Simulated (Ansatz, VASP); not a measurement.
**One calculation of Sb, two programs**

```
CELL_PARAMETERS angstrom
-1.57654 1.57654 2.71194
1.57654 -1.57654 2.71194
1.57654 1.57654 -2.71194
ATOMIC_POSITIONS crystal
Sb 0.00000 0.00000 0.00000
```

This isn't the form of Sb at room conditions, which is rhombohedral.

Alike in both runs: functional r2SCAN; k mesh 12 × 12 × 12; occupations fermi-dirac, width 0.05 eV; no spin polarisation.

|  | VASP | Ansatz |
| --- | --- | --- |
| version | VASP 6.6.1 | Ansatz 0.2.0 |
| potentials or method | VASP PAW PBE potentials, release 64 (Sb) | Ansatz PAW |
| plane-wave cutoff (eV) | 520 | 500 |
| valence electrons in the cell | 5 | 15 |
| task | single point | band structure |

VASP gave:

```
gap on the k mesh at the Fermi level (eV)       : none
pressure (GPa)                                  : 1.1
largest component of the traceless stress (GPa) : 0.66
```

Question: What did Ansatz give for the same quantities?

Answer: gap on the k mesh at the Fermi level (eV): none; pressure (GPa): 1.2; largest component of the traceless stress (GPa): 0.72.

A gap of «none» marks a metal or a gap that the smearing closes. The two sets of potentials don't hold the same shells in valence.

Caveats: the PAW data sets were made with another functional, which shifts forces and pressure a little (VASP); spin-orbit coupling is left out, which moves the levels of the heavy elements (Ansatz); the PAW data sets come from PBE, with cores solved anew for the run's functional, which leaves a small shift of forces and pressure (Ansatz). Spin-orbit coupling is left out, which matters for the levels of Sb.
